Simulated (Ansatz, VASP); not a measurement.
## One calculation of Y, two programs

File INCAR:

```
SYSTEM = Y
ALGO     = Normal         ! electronic algorithm
EDIFF    = 1E-6           ! SCF threshold, eV
ENCUT    = 520            ! plane-wave cutoff, eV
GGA      = PS             ! functional
ISIF     = 2              ! what is computed and relaxed
ISMEAR   = -1             ! smearing method
LASPH    = .TRUE.         ! aspherical terms in the spheres
LCHARG   = .TRUE.         ! write CHGCAR
LELF     = .TRUE.         ! ELF
LREAL    = .FALSE.        ! projectors in reciprocal space
LVHAR    = .TRUE.       
LWAVE    = .FALSE.        ! write WAVECAR
NBANDS   = 18             ! bands
NELM     = 100            ! most SCF steps
PREC     = Accurate       ! precision mode
SIGMA    = 0.05           ! smearing width, eV
```

KPOINTS

```
k-points
0
G
  8 8 5
  0 0 0
```

File POSCAR:

```
Y
1.0
    3.6474000000      0.0000000000      0.0000000000
   -1.8237000000      3.1587410578      0.0000000000
    0.0000000000      0.0000000000      5.7306000000
Y
2
Direct
    0.6666666667      0.3333333333      0.7500000000
    0.3333333333      0.6666666667      0.2500000000
```

The input input.yaml:

```yaml
crystal:
  lattice:
    - [3.6474, 0.0, 0.0]
    - [-1.8237, 3.1587410578, 0.0]
    - [0.0, 0.0, 5.7306]
  atoms:
    - { symbol: "Y", position: [0.6666666667, 0.3333333333, 0.75] }
    - { symbol: "Y", position: [0.3333333333, 0.6666666667, 0.25] }
kpoints:
  mp_grid: { grid: [8, 8, 5] }
  band_path:
    path:
      - [0.0, 0.0, 0.0]
      - [0.5, 0.0, 0.0]
      - [0.3333333333, 0.3333333333, 0.0]
      - [0.0, 0.0, 0.0]
      - [0.0, 0.0, 0.5]
      - [0.5, 0.0, 0.5]
      - [0.3333333333, 0.3333333333, 0.5]
      - [0.0, 0.0, 0.5]
    npoints: 8
scf:
  occupations: { method: fermi_dirac, width: 0.05 }
hamiltonian:
  xc: pbesol
  pseudopotentials:
    kind: all_electron
    lapw: { basis_error: 0.001 }
    relativity: none
output:
  forces: true
  stress: true
  eigenvalues: true
```

Alike in both runs: functional PBEsol; k mesh 8 × 8 × 5; occupations fermi-dirac, width 0.05 eV; no spin polarisation.

```csv
,VASP,Ansatz
version,VASP 6.6.1,Ansatz 0.2.0
potentials or method,"VASP PAW PBE potentials, release 64 (Y_sv)","all-electron LAPW, non-relativistic"
plane-wave cutoff (eV),520,see its input
task,single point,band structure
```

```tsv
	VASP	Ansatz	Ansatz less VASP
gap on the k mesh at the Fermi level (eV)	none	none	-
pressure (GPa)	-2.1	-2.1	0.00
largest component of the traceless stress (GPa)	0.31	0.22	-0.091
```

A gap of «none» marks a metal or a gap that the smearing closes. Ansatz ran all-electron here, so the differences hold the error of VASP's frozen core and of both bases.

Caveats: the PAW data sets were made with another functional, which shifts forces and pressure a little (VASP); relativity is left out, which matters for the heavier elements (Ansatz).
